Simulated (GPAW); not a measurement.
The system is CoO.

```
Co O
1.0
    -1.50800    1.50800    2.10725
     1.50800   -1.50800    2.10725
     1.50800    1.50800   -2.10725
Co O
1 1
Direct
  0.00000 0.00000 0.00000
  0.50000 0.50000 0.00000
```

Alike in all runs: program GPAW 26.7.0; functional LDA; potentials or basis the program's PAW data sets (release 1.2.1) made for this functional; cutoff 800 eV; basis pw; k mesh 9 × 9 × 9; occupations gaussian, width 0.05 eV; hubbard terms Co d U = 3 eV.

The same cell was started in several ways:

```tsv
start	free energy over the lowest (meV/atom)	net moment (μB)	site or absolute moments (μB)	gap
collinear spin, random start of up to 0.63 μB	225.5	1.00	Co +1.07; O -0.08	none (metal or under the smearing width)
collinear spin, zero start; fixed moment 0	481.5	0.00	-	-
collinear spin, ferromagnetic start of up to 2 μB	0.0	3.00	Co +2.66; O +0.20	none (metal or under the smearing width)
```

The spin-polarised runs without a constraint all converged, yet they end up to 225 meV/atom apart: a converged run can sit in a state that isn't the lowest. Runs with fixed or held moments lie higher by the price of the constraint. A still lower state may exist.

Caveats: the cell is far from rest, so the order of the states can change on relaxing; a cell with one magnetic atom can't hold antiferromagnetic order, which such compounds often take (some runs); the run has no moments, though such compounds are often magnetic (some runs); a magnetic state may lie lower (some runs); the total moment is fixed, so each spin has its own Fermi level (some runs).
